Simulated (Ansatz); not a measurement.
**Ca started on an O site in rocksalt CaO, 64 atoms, charge +3**

Level of theory: DFT, PBEsol, PAW, plane waves (Ansatz).

Command:

```sh
ansatz run in.yaml --threads 8 --pin off --max-ram 118750MiB --runs-dir r --events-out ev --progress --plain --backend cuda --devices 0, --max-vram 170GiB
```

The input less its lattice and atoms (starting moments on atoms near the defect: 1 μB in all):

```yaml
crystal:
  symmetry: { detect: false }
kpoints:
  mp_grid: { grid: [1, 1, 1], shift: [0.25, 0.25, 0.25] }
hamiltonian:
  xc: pbesol
total_charge: 3
magnetization:
  spin_polarized: true
scf:
  occupations: { method: fermi_dirac, width: 0.01 }
relax:
  f_tol: 0.03
  max_steps: 80
  escape_saddle: false
  adjacent_minimum: "off"
output:
  forces: true
  eigenvalues: true
  populations: true
  charged_corrections: { epsilon: 11.9 }
```

Start:

```xyz
64
Lattice="9.5352 0.0000 0.0000 0.0000 9.5352 0.0000 0.0000 0.0000 9.5352" Properties=species:S:1:pos:R:3 pbc="T T T"
O     2.3749    9.5330    0.0333
O     2.3455    0.0168    4.7777
O     2.3894    4.7494    0.0062
O     7.1373    0.0246    0.0184
O     7.1650    0.0231    4.7928
O     7.1737    4.7587    9.4858
O     7.1391    4.8080    4.7612
O     9.5335    2.3924    0.0086
O     9.5122    2.4154    4.7885
O     9.5050    7.1600    9.4783
O     9.5339    7.1331    4.7297
O     4.7624    2.3471    0.0074
O     4.7606    2.3762    4.7997
O     4.7878    7.1212    0.0048
O     4.7529    7.1420    4.7309
O     0.0292    0.0073    2.4054
O     9.5160    0.0190    7.1503
O     0.0110    4.8061    2.4077
O     0.0066    4.7596    7.1409
O     4.7726    9.5325    2.3728
O     4.7695    0.0024    7.1664
O     4.7644    4.7831    2.3512
O     4.7614    4.7430    7.1997
O     2.3728    2.3676    2.3807
O     2.3846    2.3818    7.1152
O     2.4428    7.1392    2.4120
O     2.3869    7.1482    7.1456
O     7.1236    2.3954    2.3391
O     7.1573    2.3594    7.1299
O     7.1530    7.1463    2.3800
O     7.1535    7.1353    7.1572
Ca    2.3663    4.7444    4.8000
Ca    9.4871    0.0144    0.0260
Ca    0.0209    9.5135    4.7414
Ca    9.5304    4.7627    9.5121
Ca    9.5166    4.8004    4.7850
Ca    4.7571    9.4917    9.5195
Ca    4.7723    9.5085    4.7658
Ca    4.7487    4.7707    9.5038
Ca    4.7820    4.7449    4.7550
Ca    2.3716    2.3529    9.5279
Ca    2.4199    2.3978    4.7854
Ca    2.4075    7.1532    9.5090
Ca    2.3488    7.1727    4.7646
Ca    7.1516    2.3736    9.5179
Ca    7.0977    2.4162    4.7333
Ca    7.1629    7.1633    0.0047
Ca    7.1013    7.1853    4.7529
Ca    2.3909    9.5178    2.4082
Ca    2.3979    0.0096    7.1650
Ca    2.3728    4.7949    2.3897
Ca    2.3950    4.7451    7.1436
Ca    7.1406    9.5341    2.3754
Ca    7.2016    0.0162    7.1322
Ca    7.1404    4.7840    2.3936
Ca    7.1460    4.7404    7.1235
Ca    9.5341    2.3848    2.3851
Ca    9.5277    2.3849    7.1360
Ca    9.5115    7.1193    2.4080
Ca    9.5332    7.1584    7.1604
Ca    4.7518    2.3706    2.3395
Ca    4.7700    2.3632    7.1577
Ca    4.7755    7.1646    2.3892
Ca    4.8153    7.1585    7.1307
```

Steps:

```csv
step,energy less the first (eV),largest force component (eV/Å)
start,0.000,5.631
1,-5.035,2.123
2,-5.978,0.395
3,-6.158,0.591
4,-6.416,0.798
5,-6.835,0.894
6,-7.293,0.684
7,-7.801,0.756
8,-8.186,0.823
9,-8.555,0.670
10,-8.875,0.443
11,-9.088,0.245
12,-9.150,0.018
13,-9.151,0.018
```

A structure on the way, about -5.98 eV from the start:

```
O Ca
1.0
     9.53520    0.00000    0.00000
     0.00000    9.53520    0.00000
     0.00000    0.00000    9.53520
O Ca
31 33
Direct
  0.25007 0.99940 0.99998
  0.24952 0.99998 0.49988
  0.25065 0.50002 0.00082
  0.75006 0.00041 0.00024
  0.74999 0.00089 0.49983
  0.75020 0.50006 0.99871
  0.74672 0.50038 0.49906
  0.00154 0.25143 0.99977
  0.01360 0.26436 0.49919
  0.00102 0.74800 0.99831
  0.00607 0.74441 0.49947
  0.49786 0.25101 0.99966
  0.49445 0.25494 0.49977
  0.49818 0.74779 0.99929
  0.49008 0.74009 0.50008
  0.00223 0.00048 0.25318
  0.00129 0.00074 0.74674
  0.00456 0.49941 0.25597
  0.00406 0.49939 0.74510
  0.49853 0.99935 0.25288
  0.49845 0.99991 0.74694
  0.49675 0.50023 0.25300
  0.49535 0.50035 0.74599
  0.24949 0.25274 0.25279
  0.24939 0.25485 0.74375
  0.25053 0.74456 0.25555
  0.25051 0.74524 0.74548
  0.74977 0.25177 0.25179
  0.75042 0.25147 0.74582
  0.75041 0.74810 0.25272
  0.75009 0.74835 0.74641
  0.23936 0.49589 0.50603
  0.99750 0.99987 0.00012
  0.99363 0.00082 0.49924
  0.99392 0.49943 0.99956
  0.96255 0.50490 0.49951
  0.50212 0.99958 0.99948
  0.50720 0.99886 0.49983
  0.50565 0.49998 0.99874
  0.53039 0.49677 0.49870
  0.24917 0.24324 0.99997
  0.25497 0.21583 0.49758
  0.25006 0.75589 0.99948
  0.24803 0.78391 0.50013
  0.75028 0.24782 0.99955
  0.74934 0.24414 0.49881
  0.75030 0.75212 0.99923
  0.74713 0.75719 0.49960
  0.24962 0.99940 0.24260
  0.25033 0.00040 0.75680
  0.25152 0.49870 0.21990
  0.25047 0.50068 0.78230
  0.75006 0.00021 0.24631
  0.75110 0.00046 0.75225
  0.74896 0.49997 0.24201
  0.74929 0.50016 0.75659
  0.00047 0.25070 0.24953
  0.00068 0.25082 0.74874
  0.00023 0.74864 0.24978
  0.00047 0.74981 0.75060
  0.49993 0.24967 0.24788
  0.49947 0.24997 0.74988
  0.49908 0.74898 0.24921
  0.50001 0.74972 0.75027
```

End:

```
O Ca
1.0
     9.53520    0.00000    0.00000
     0.00000    9.53520    0.00000
     0.00000    0.00000    9.53520
O Ca
31 33
Direct
  0.25107 0.00267 0.99686
  0.25288 0.99132 0.49654
  0.25284 0.50303 0.00842
  0.75157 0.00152 0.99796
  0.75262 0.00263 0.49841
  0.75252 0.50107 0.99693
  0.74091 0.50306 0.49656
  0.00090 0.25103 0.99989
  0.00708 0.25783 0.49865
  0.00281 0.75059 0.99700
  0.00013 0.75369 0.49633
  0.50062 0.25287 0.99704
  0.50358 0.25012 0.49635
  0.50020 0.75010 0.99768
  0.49892 0.74910 0.49870
  0.00284 0.00254 0.24893
  0.00092 0.99975 0.74850
  0.99994 0.50324 0.24567
  0.00672 0.50084 0.74237
  0.50027 0.00177 0.24926
  0.50062 0.00250 0.74666
  0.49886 0.50082 0.25053
  0.50359 0.50325 0.74943
  0.25303 0.25023 0.24575
  0.25104 0.25759 0.74215
  0.25081 0.74918 0.25044
  0.25310 0.75375 0.74925
  0.75242 0.25286 0.24890
  0.74941 0.25102 0.74855
  0.75177 0.75012 0.24934
  0.75245 0.75058 0.74671
  0.14234 0.39284 0.60733
  0.99954 0.99837 0.00107
  0.99896 0.00018 0.49734
  0.99891 0.50220 0.99938
  0.95921 0.52774 0.47148
  0.50286 0.00174 0.99780
  0.50939 0.99505 0.49764
  0.50947 0.50186 0.00461
  0.50963 0.50216 0.49749
  0.25207 0.24913 0.99943
  0.27760 0.20965 0.47166
  0.25179 0.75961 0.00459
  0.25177 0.75995 0.49757
  0.74832 0.24958 0.00119
  0.74993 0.24920 0.49738
  0.75171 0.75283 0.99784
  0.74489 0.75952 0.49767
  0.25185 0.99506 0.23999
  0.25209 0.00020 0.75049
  0.25173 0.50209 0.23972
  0.27799 0.52808 0.79027
  0.75167 0.00166 0.24667
  0.74843 0.99832 0.74993
  0.74486 0.50189 0.23996
  0.74993 0.50219 0.75045
  0.00112 0.25138 0.24632
  0.98182 0.23223 0.76745
  0.00033 0.75637 0.24316
  0.00117 0.75304 0.74819
  0.50625 0.25036 0.24323
  0.50304 0.25131 0.74827
  0.50162 0.75174 0.24782
  0.50638 0.75643 0.74919
```

The run converged.

Time: 11 s of wall time on one NVIDIA GB200 with 8 processor threads, on a host shared with other runs; peak host memory 1.9 GiB.

(1) How much energy did the relaxation gain, and which atom moved most?

The moment started at 1 μB and ended at 1.0 μB; no other spin state is shown. The one k point has no symmetry partners, which can distort the end along one axis.

Results:

(1) 9.15 eV in 13 steps, from a start with small random displacements; atom 32 (Ca) moved 1.73 Å, the median atom 0.06 Å (drift of the whole cell removed).
